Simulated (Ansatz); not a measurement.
Planning a run of Ansatz 0.2.0 on Sb (buckled honeycomb monolayer). The input:

```yaml
crystal:
  lattice:
    - [4.2935219637, 0.0, 0.0]
    - [-2.1467609819, 3.7182990922, 0.0]
    - [0.0, 0.0, 26.5]
  atoms:
    - { symbol: Sb, position: [0.3333333333, 0.6666666667, 0.4703239099] }
    - { symbol: Sb, position: [0.6666666667, 0.3333333333, 0.5296760901] }
  periodic: [true, true, false]
kpoints:
  mp_grid: { grid: [6, 6, 1] }
  band_path:
    path:
      - [0.0, 0.0, 0.0]
      - [0.5, 0.0, 0.0]
      - [0.3333333333, 0.3333333333, 0.0]
      - [0.3, 0.0, 0.0]
    npoints: 1
hamiltonian:
  xc: hse06
  pseudopotentials: { kind: paw, azcp: { folder: soft_1 } }
scf:
  occupations: { method: fixed }
  n_extra_bands: 4
output:
  eigenvalues: true
  write_density: true
  write_potential: true
  elf: true
  volumetric_format: npy
```

```sh
ansatz run input.yaml --threads 4 --pin off --max-ram 17510MiB --backend cpu --events-out ev --progress --plain --runs-dir out
```

Q: How long will it take on 4 threads of Arm Neoverse V1, shared host, and how much memory?

It took 67 s; on shared hardware allow 34 s to 2.2 min. Peak host memory was 5.4 GiB. The sizes that set the cost: 8243 plane waves a state, 7 irreducible k points and 13 SCF cycles.

Exact exchange couples every pair of k points and filled bands, so it costs far more than a semilocal run.

[Paths, hosts, dates, memory and timing lines, banners, echoed tables and standing remarks are left out of the program output.]

[Logs are printed without paths, hosts, clocks, repeated set-up lines and the standing remarks that a program may print on its own settings, such as how far it seeks lower states.]

[Runs of the session that timed out or met a known fault of the program may be left out.]

[Cells called generated may have been cut or substituted from an entry of the Crystallography Open Database or the Materials Project.]

[Hosts, paths, dates, database ids (printed as entryN), source tags and the programs' standing remarks are cut or masked in the printed files.]
